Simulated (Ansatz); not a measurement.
# W under changes of volume

One of the cells (15.848 Å³/atom); the others are scaled copies at fixed shape and fractional positions:

```
CELL_PARAMETERS angstrom
-1.58234 1.58234 1.58234
1.58234 -1.58234 1.58234
1.58234 1.58234 -1.58234
ATOMIC_POSITIONS crystal
W 0.00000 0.00000 0.00000
```

- Program: Ansatz 0.2.0
- Functional: RPBE
- Potentials or basis: Ansatz PAW
- Cutoff: 420 eV (not typed: the program's choice for these potentials)
- k mesh: 12 × 12 × 12
- Occupations: fermi-dirac, width 0.05 eV
- Spin: no spin polarisation

| volume (Å³/atom) | energy over the lowest point (meV/atom) | pressure (GPa) |
| --- | --- | --- |
| 14.897 | 136.46 | 32.5 |
| 15.214 | ? | ? |
| 15.531 | 40.29 | 16.6 |
| 15.848 | 14.23 | 9.7 |
| 16.165 | 1.18 | 3.4 |
| 16.482 | 0.00 | -2.3 |
| 16.798 | 9.65 | -7.5 |

Task: What does the run at 15.214 Å³/atom give?

Result: Energy over the lowest point 80.54 meV/atom; pressure 24.2 GPa.

Worked out: A Birch-Murnaghan fit of order 3 (a polynomial in V^(-2/3)) to the other rows has its minimum at 16.36 Å³/atom with B0 = V·E''(V) = 293 GPa and B' = 3.6. It gives 80.58 meV/atom at 15.214 Å³/atom, against the run's 80.54, and -dE/dV = 24.2 GPa, against 24.2.

Energies are extrapolated to zero smearing.

Caveats: the PAW data sets come from PBE, with cores solved anew for the run's functional, which leaves a small shift of forces and pressure.
